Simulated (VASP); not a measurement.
# S (a cell with a defect) in VASP: a series of runs, part 2 of 2

VASP 6.6.1. The steps go on from the part before.

## (3) Single point, PBEsol (S vacancy after atom 16 has jumped, atoms relaxed)

Input file INCAR:

```
PREC = Accurate
ENCUT = 520
EDIFF = 1E-6
ISMEAR = 0
SIGMA = 0.05
LREAL = Auto
LASPH = True
NELM = 100
ALGO = Fast
ISIF = 2
LWAVE = False
LCHARG = True
GGA = PS
LELF = True
LVHAR = True
NBANDS = 86
```

Input file KPOINTS:

```
Automatic mesh
0
Gamma
  3 3 3
```

Input file POSCAR:

```
S
1.0
    0.0000000000      6.0153880483     -5.8370511382
    5.2094788634     -3.0076940241     -5.8370511382
   -5.2094788634     -3.0076940241     -5.8370511382
S
23
Direct
    0.5597394312      0.4483351481      0.2100741752
    0.3053130652      0.1958166746      0.9476356872
    0.0564522886      0.9407345964      0.7018440880
    0.7033502382      0.4386367824      0.8292197345
    0.4378105811      0.2052421349      0.5545619335
    0.1993593508      0.9554743305      0.2995279052
    0.9397822822      0.7028321682      0.0514205264
    0.5003134353      0.7762467957      0.6617496862
    0.2031660291      0.5615840659      0.4418846859
    0.9567269237      0.3050338131      0.1918327700
    0.7032289152      0.0529855396      0.9395141695
    0.4614679645      0.5510517908      0.7927702956
    0.1906605526      0.3140577622      0.5414535775
    0.9504921403      0.0561785611      0.2934592457
    0.6925452559      0.8045894873      0.0409427712
    0.7393833533      0.7025320408      0.4965401372
    0.3135663523      0.5533331558      0.1947032116
    0.0560781084      0.2982908810      0.9421478986
    0.8091912467      0.0467573346      0.6912967341
    0.7755444432      0.4533998870      0.5697945822
    0.5447791368      0.2001933880      0.3077722601
    0.2989661044      0.9471749724      0.0504438976
    0.0462069275      0.6929636347      0.8039026291
```

Potentials or basis: VASP PAW PBE potentials, release 64 (S).

On the command line:

```bash
cat potpaw_PBE.64/S/POTCAR > POTCAR
mpirun -np 1 vasp_std > vasp.out
```

OUTCAR:

```text
PREC = Accurate
   ENCUT = 520
   EDIFF = 1E-6
   ISMEAR = 0
   LREAL = Auto
   LASPH = True
   NELM = 100
   ISIF = 2
   GGA = PS

 ion  position               nearest neighbor table
   1  0.560  0.448  0.210-  17 2.07  21 2.08
   2  0.305  0.196  0.948-  22 2.07  18 2.08
   3  0.056  0.941  0.702-  23 2.07  19 2.07
   4  0.703  0.439  0.829-  12 2.09  20 2.10
   5  0.438  0.205  0.555-  21 2.06  13 2.08
   6  0.199  0.955  0.300-  14 2.07  22 2.08
[... 15 lines left out ...]
  22  0.299  0.947  0.050-   2 2.07   6 2.08
  23  0.046  0.693  0.804-   3 2.07   7 2.08

  LATTYP: Found a trigonal (rhomboedric) cell.
 ALAT       =     8.3818887705
 COS(alpha) =     0.2274354618

  Lattice vectors:

 A1 = (   0.0000000000,   6.0153880483,  -5.8370511382)
 A2 = (   5.2094788634,  -3.0076940241,  -5.8370511382)
 A3 = (  -5.2094788634,  -3.0076940241,  -5.8370511382)

Analysis of symmetry for initial positions (statically):
=====================================================================
 Subroutine PRICEL returns:
 Original cell was already a primitive cell.

 Routine SETGRP: Setting up the symmetry group for a
 trigonal (rhombohedral) supercell.

 Subroutine GETGRP returns: Found  1 space group operations
 (whereof  1 operations were pure point group operations)
 out of a pool of 12 trial point group operations.

The static configuration has the point symmetry C_1 .

Analysis of symmetry for dynamics (positions and initial velocities):
=====================================================================
 Subroutine PRICEL returns:
 Original cell was already a primitive cell.

 Routine SETGRP: Setting up the symmetry group for a
 trigonal (rhombohedral) supercell.

 Subroutine GETGRP returns: Found  1 space group operations
 (whereof  1 operations were pure point group operations)
 out of a pool of 12 trial point group operations.

The dynamic configuration has the point symmetry C_1 .

 Subroutine INISYM returns: Found  1 space group operations
 (whereof  1 operations are pure point group operations),
 and found     1 'primitive' translations

----------------------------------------------------------------------------------------

                                     Primitive cell

  volume of cell :     548.7477

  direct lattice vectors                    reciprocal lattice vectors
     0.000000000  6.015388048 -5.837051138     0.000000000  0.110826876 -0.057106461
     5.209478863 -3.007694024 -5.837051138     0.095978890 -0.055413438 -0.057106461
    -5.209478863 -3.007694024 -5.837051138    -0.095978890 -0.055413438 -0.057106461

  length of vectors
     8.381888771  8.381888770  8.381888770     0.124674554  0.124674554  0.124674554

  position of ions in fractional coordinates (direct lattice)
     0.559739431  0.448335148  0.210074175
     0.305313065  0.195816675  0.947635687
     0.056452289  0.940734596  0.701844088
     0.703350238  0.438636782  0.829219735
     0.437810581  0.205242135  0.554561933
     0.199359351  0.955474331  0.299527905
[... 15 lines left out ...]
     0.298966104  0.947174972  0.050443898
     0.046206928  0.692963635  0.803902629

  ion indices of the primitive-cell ions
[... 62 lines left out ...]
  0.000000 -0.333333  0.333333      2.000000
  0.333333  0.333333  0.333333      2.000000
 -0.333333  0.333333  0.333333      2.000000
  0.333333 -0.333333  0.333333      2.000000
  0.333333  0.333333 -0.333333      2.000000
   k-points           NKPTS =     14   k-points in BZ     NKDIM =     14   number of bands    NBANDS=     86
   number of dos      NEDOS =    301   number of ions     NIONS =     23
   total plane-waves  NPLWV = 262144
   dimension x,y,z NGX =    64 NGY =   64 NGZ =   64
   dimension x,y,z NGXF=   128 NGYF=  128 NGZF=  128
   ions per type =              23
   NGX,Y,Z   is equivalent  to a cutoff of  12.69, 12.69, 12.69 a.u.
   NGXF,Y,Z  is equivalent  to a cutoff of  25.39, 25.39, 25.39 a.u.
 SYSTEM =  unknown system
   PREC   = accura    normal or accurate (medium, high low for compatibility)
   ISTART =      0    job   : 0-new  1-cont  2-samecut
   ICHARG =      2    charge: 1-file 2-atom 10-const
   ISPIN  =      1    spin polarized calculation?
   LNONCOLLINEAR =      F non collinear calculations
   LSORBIT =      F    spin-orbit coupling
   LASPH  =      T    aspherical Exc in radial PAW
   ENCUT  =  520.0 eV  38.22 Ry    6.18 a.u.  15.58 15.58 15.58*2*pi/ulx,y,z
   NELM   =    100;   NELMIN=  2; NELMDL= -5     # of ELM steps
   EDIFF  = 0.1E-05   stopping-criterion for ELM
   LREAL  =      T    real-space projection
   EDIFFG = 0.1E-04   stopping-criterion for IOM
   NSW    =      0    number of steps for IOM
   IBRION =     -1    ionic relax: 0-MD 1-quasi-New 2-CG
   NFREE  =      0    steps in history (QN), initial steepest desc. (CG)
   ISIF   =      2    stress and relaxation
   ISYM   =      2    0-nonsym 1-usesym 2-fastsym
   POTIM  = 0.5000    time-step for ionic-motion
   TEBEG  =    0.0;   TEEND  =   0.0 temperature during run
   PSTRESS=    0.0 pullay stress
   NELECT =     138.0000    total number of electrons
   NUPDOWN=      -1.0000    fix difference up-down
   EMIN   =  10.00;   EMAX   =-10.00  energy-range for DOS
   EFERMI =   0.00;   METHOD = LEGACY
   ISMEAR =     0;   SIGMA  =   0.05  broadening in eV -4-tet -1-fermi 0-gaus
   EFERMI_NEDOS =   21; number of points for ismear=-14 and -15
   IALGO  =     68    algorithm
   IMIX   =      4    mixing-type and parameters
     AMIX     =   0.40;   BMIX     =  1.00
     AMIX_MAG =   1.60;   BMIX_MAG =  1.00
  volume/ion in A,a.u.               =      23.86       161.01
  Fermi-wavevector in a.u.,A,eV,Ry     =   1.033341  1.952731 14.528212  1.067793
  Thomas-Fermi vector in A             =   2.167583
   LORBIT       =      0    0 simple, 1 ext, 2 COOP (PROOUT), +10 PAW based schemes
   GGA     = PS    functional components
   LHFCALC =     F    Hartree Fock is set to
   AEXX    =    0.0000 exact exchange contribution
   IVDW    =     0    specifies the selected vdW correction
   LEPSILON=     F    determine dielectric tensor
   LRPA    =     F    only Hartree local field effects (RPA)
 non-spin polarized calculation
 RMM-DIIS sequential band-by-band and
 Gauss-broadening in eV      SIGMA  =   0.05
  energy-cutoff  :      520.00
  volume of cell :      548.75
 maximum number of plane-waves:     14835
 NGX is ok and might be reduce to    64
   NGX = 31   NGY = 31   NGZ = 31

 number of electron     137.9999997 magnetization

 Free energy of the ion-electron system (eV)
  ---------------------------------------------------
  ext. energy  EPLUGINS =         0.00000000
  ---------------------------------------------------
  free energy    TOTEN  =       -99.48973578 eV

  energy without entropy =      -99.48973578  energy(sigma->0) =      -99.48973578

 E-fermi :   3.0842     XC(G=0):  -8.8069

 val. band max:        2.8270742320   @ k =   0.3333   0.3333   0.3333
 cond. band min:       4.5246420490   @ k =   0.0000   0.0000   0.0000
 fundamental gap:      1.6975678170
 Fermi energy:         3.0842136790

 k-point     1 :       0.0000    0.0000    0.0000
  band No.  band energies     occupation
      1     -14.1089      2.00000
      2     -13.8992      2.00000
      3     -13.7926      2.00000
      4     -13.6980      2.00000
      5     -12.2927      2.00000
      6     -12.2844      2.00000
[... 1165 lines left out ...]
     80       5.8364      0.00000
     81       5.9865      0.00000
 [bands above 81 left out]

------------------------ aborting loop because EDIFF is reached ----------------------------------------

  FORCE on cell =-STRESS in cart. coord.  units (eV):
  Direction    XX          YY          ZZ          XY          YZ          ZX
  --------------------------------------------------------------------------------------
  -------------------------------------------------------------------------------------
  Total       -0.8230152     -1.8826463     -0.6594707     -0.2047867      0.0984043     -0.1340051
  in kB       -2.4029557     -5.4967582     -1.9254552     -0.5979153      0.2873109     -0.3912543
  external PRESSURE =      -3.2750564 kB  Pullay stress =       0.0000000 kB

 VOLUME and BASIS-vectors are now :
 -----------------------------------------------------------------------------
  energy-cutoff  :      520.00
  volume of cell :      548.75
      direct lattice vectors                 reciprocal lattice vectors
     0.000000000  6.015388048 -5.837051138     0.000000000  0.110826876 -0.057106461
     5.209478863 -3.007694024 -5.837051138     0.095978890 -0.055413438 -0.057106461
    -5.209478863 -3.007694024 -5.837051138    -0.095978890 -0.055413438 -0.057106461

 POSITION                                       TOTAL-FORCE (eV/Angst)
 -----------------------------------------------------------------------------------
      1.24122      1.38676     -7.11040        -0.059357     -0.061991      0.069340
     -3.91659     -1.60258     -8.45652        -0.048261     -0.054571      0.055962
      1.24450     -4.60079     -9.91733        -0.053529     -0.054527      0.059040
     -2.03473      0.41760    -11.50603         0.089317     -0.023026      0.067263
     -1.81977      0.34834     -6.99054         0.074045     -0.026338      0.064253
      3.41714     -2.57544     -8.48918         0.079674     -0.013898      0.060454
[... 15 lines left out ...]
      4.67150     -1.20214     -7.56823         0.015368     -0.078359     -0.060702
     -0.57793     -4.22416     -9.00700         0.026244     -0.074467     -0.062177
 -----------------------------------------------------------------------------------
    total drift:                               -0.002629      0.000815      0.001757

  FREE ENERGIE OF THE ION-ELECTRON SYSTEM (eV)
  ---------------------------------------------------
  free  energy   TOTEN  =       -99.4897357812 eV

  energy  without entropy=      -99.4897357812  energy(sigma->0) =      -99.48973578
```

Run time: 8.8 min. Hardware: 1 thread of Intel Xeon 6975P-C (Granite Rapids), shared host; peak memory 0.77 GiB.

Results:

```yaml
Free_energy: -99.4897 eV
Pressure: -0.3 GPa
Largest_force: 0.121 eV/Å
Band_gap_on_the_k_mesh: 1.70 eV, indirect (least direct gap 1.76 eV)
```

Forces on the atoms (eV/Å):
```
S   -0.059 -0.062  0.069
S   -0.048 -0.055  0.056
S   -0.054 -0.055  0.059
S    0.089 -0.023  0.067
S    0.074 -0.026  0.064
S    0.080 -0.014  0.060
S    0.075 -0.015  0.066
S   -0.084  0.050  0.044
S   -0.009  0.074  0.060
S   -0.027  0.075  0.068
S   -0.016  0.077  0.058
S    0.054  0.062 -0.089
S    0.040  0.069 -0.057
S    0.051  0.056 -0.065
S    0.046  0.053 -0.060
S   -0.101 -0.008  0.049
S   -0.083  0.010 -0.057
S   -0.081  0.013 -0.066
S   -0.077  0.014 -0.062
S    0.050 -0.081 -0.074
S    0.038 -0.062 -0.068
S    0.015 -0.078 -0.061
S    0.026 -0.074 -0.062
```

Caveat: the PAW data sets were made with another functional, which shifts forces and pressure a little.
